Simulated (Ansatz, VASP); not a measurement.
## One calculation of BeTe, two programs

File INCAR:

```
SYSTEM = BeTe
ALGO     = Normal         ! electronic algorithm
EDIFF    = 1E-6           ! SCF threshold, eV
ENCUT    = 520            ! plane-wave cutoff, eV
ISIF     = 2              ! what is computed and relaxed
ISMEAR   = -1             ! smearing method
LASPH    = .TRUE.         ! aspherical terms in the spheres
LCHARG   = .TRUE.         ! write CHGCAR
LELF     = .TRUE.         ! ELF
LREAL    = .FALSE.        ! projectors in reciprocal space
LVHAR    = .TRUE.       
LWAVE    = .FALSE.        ! write WAVECAR
NBANDS   = 11             ! bands
NELM     = 60             ! most SCF steps
PREC     = Accurate       ! precision mode
SIGMA    = 0.05           ! smearing width, eV
```

The input KPOINTS:

```
k-points
0
G
  8 8 8
  0 0 0
```

File POSCAR:

```
BeTe
1.0
    0.0000000000      2.7134535211      2.7134535211
    2.7134535211      0.0000000000      2.7134535211
    2.7134535211      2.7134535211      0.0000000000
Te Be
1 1
Direct
    0.7500000000      0.7500000000      0.7500000000
    0.0000000000      0.0000000000      0.0000000000
```

File input.yaml:

```yaml
crystal:
  lattice:
    - [0.0, 2.7134535211, 2.7134535211]
    - [2.7134535211, 0.0, 2.7134535211]
    - [2.7134535211, 2.7134535211, 0.0]
  atoms:
    - { symbol: Te, position: [0.75, 0.75, 0.75] }
    - { symbol: Be, position: [0.0, 0.0, 0.0] }
hamiltonian:
  xc: lda
  pseudopotentials: { kind: paw }
kpoints:
  mp_grid: { grid: [8, 8, 8] }
scf:
  occupations: { method: fermi_dirac, width: 0.05 }
output:
  forces: true
  stress: true
  eigenvalues: true
```

Alike in both runs: task single point; functional LDA; k mesh 8 × 8 × 8; occupations fermi-dirac, width 0.05 eV; no spin polarisation.

```csv
,VASP,Ansatz
version,VASP 6.6.1,Ansatz 0.2.0
potentials or method,"VASP PAW LDA potentials, release 64 (Te, Be)",Ansatz PAW
plane-wave cutoff (eV),520,420
valence electrons in the cell,8,18
```

```csv
,VASP,Ansatz,Ansatz less VASP
gap on the k mesh at the Fermi level (eV),1.59,1.61,+0.023
least direct gap on the mesh (eV),3.48,3.52,+0.042
pressure (GPa),5.5,5.1,-0.37
```

The two sets of potentials don't hold the same shells in valence.

Caveats: spin-orbit coupling is left out, which moves the levels of the heavy elements; the PAW data sets come from PBE, with cores solved anew for the run's functional, which leaves a small shift of forces and pressure (Ansatz). A k mesh can miss the band edges.
